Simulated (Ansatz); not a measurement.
CdTe, space group F-43m: a check of PAW against all-electron LAPW, run with Ansatz 0.2.0 through its Python package.

The script, `paw_lapw.py`:
```python
"""PAW against all-electron LAPW for CdTe."""

from dataclasses import dataclass

import ansatz as az
import numpy as np


@dataclass
class Options:
    xc: str = "pbesol"


cfg = Options()


def count_gap(report):
    # lowest empty less highest filled band, counting bands; zero where they overlap
    return max(report.get("gap_by_band_count_ev") or 0.0, 0.0)

xtal = (
    az.Lattice.from_parameters(4.532554, 4.532554, 4.532554, alpha=60.0, beta=60.0, gamma=60.0)
    .atom("Cd", (0.0, 0.0, 0.0))
    .atom("Te", (0.25, 0.25, 0.25))
)

calc = (
    xtal.calculation()
    .functional(cfg.xc)
    .kpoints(6, center="gamma")
    .occupations(az.OccupationsMethod.FIXED)
    .stress()  # positive in compression
    .forces()  # minus the gradient of the free energy
    .band_table()
)
variants = {
    "PAW": calc.pseudopotentials("paw"),
    "LAPW": calc.pseudopotentials("all_electron", lapw=True),
}
# totals differ by the cores that each treatment holds, so compare what does not depend on them
rows = []
for label, variant in variants.items():
    report = variant.run(threads=1, pin="off").report
    levels = np.array(report["eigenvalues_ev"][0]) - report["fermi_energy_ev"]
    print(label, "levels at the first k-point near E_F:", np.round(levels[np.abs(levels) < 5], 3))
    rows.append((label, report["n_electrons"], np.trace(report["stress_gpa"]) / 3, count_gap(report)))
print("     treatment  electrons in bands           P GPa  gap by band count eV")
for row in rows:
    print(f"{str(row[0]):>14s}  {row[1]:18.1f}  {row[2]:14.3f}  {row[3]:20.3f}")
```

How well do the two treatments of the cores agree on the pressure?

PAW gives 1.687 GPa and LAPW 1.698 GPa, 0.011 GPa apart. They took 2.2 and 16.7 s of processor time.

What the script printed:

`python paw_lapw.py` gives:
```text
DeckWarning: basis.ecutwfc = 420 eV, auto-derived from the records' recommended cutoffs: set by Cd (normal level)
PAW levels at the first k-point near E_F: [-0.    -0.     0.     0.755  4.541  4.541  4.541]
LAPW levels at the first k-point near E_F: [-0.    -0.     0.     0.756  4.54   4.54   4.54 ]
     treatment  electrons in bands           P GPa  gap by band count eV
           PAW                36.0           1.687                 0.755
          LAPW                54.0           1.698                 0.756
```
(Warnings from the package without file and line.)

Caveats:
- Semilocal gaps usually lie well under measured ones.
- The computed bands are complete only to about 4.5 eV above the Fermi level.
- With fixed filling the reported Fermi level is the top filled level among the k-points of the SCF.
- Of the deposited cell: the entry's cell lengths or inner coordinates differ somewhat from later room-temperature determinations.
- The starting cell is as deposited in a crystallographic database; the results hold for this polymorph, which needn't be the stable one.
- Levels are Kohn-Sham eigenvalues on this mesh, without spin-orbit coupling.
- Pressure is positive in compression; the treatments may keep other shells as core, so totals and counts of electrons can differ.
- Finished in 20 s on 1 thread of Arm Neoverse V1, with other jobs on the host, peak memory 0.47 GiB.
